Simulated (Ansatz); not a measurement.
Crystal: EuO2.

```
CELL_PARAMETERS angstrom
-1.93055 1.93055 2.73861
1.93055 -1.93055 2.73861
1.93055 1.93055 -2.73861
ATOMIC_POSITIONS crystal
Eu 0.50000 0.50000 0.00000
O 0.25000 0.75000 0.50000
O 0.75000 0.25000 0.50000
```

The cell comes from a database or a generator and needn't be the stable form of this composition.

Base run:

* Program: Ansatz 0.2.0
* Functional: r2SCAN
* Potentials or basis: Ansatz PAW
* Cutoff: 500 eV (not typed: the program's choice for these potentials)
* k mesh: 10 × 10 × 10
* Occupations: fermi-dirac, width 0.05 eV
* Spin: collinear spin, ferromagnetic start
* Starting moments: [7.0, 0.0, 0.0] μB
* Hubbard terms: Eu f U = 6 eV

Its results: band gap on the k mesh none (metal or under the smearing width); pressure 3.2 GPa; net moment 5.00 μB per cell; site moments Eu +5.90; O -0.55 μB.

Question: The run is repeated on the same cell with these changes: hubbard terms from Eu f U = 6 eV to none; hubbard projectors from ortho-atomic (the default) to none. What comes out?

Answer: Band gap on the k mesh none (metal or under the smearing width); pressure -2.9 GPa; net moment 5.00 μB per cell; site moments Eu +5.86; O -0.52 μB.

Caveats: the magnetic or orbital state may not be the lowest; spin-orbit coupling is left out, which moves the levels of the heavy elements; a cell with one magnetic atom can't hold antiferromagnetic order, which such compounds often take; the PAW data sets come from PBE, with cores solved anew for the run's functional, which leaves a small shift of forces and pressure; the density of states is complete only up to the lowest level of the last band computed; without U or exact exchange the open f shell lies at the Fermi level, which spoils levels, moments and volumes (some runs).
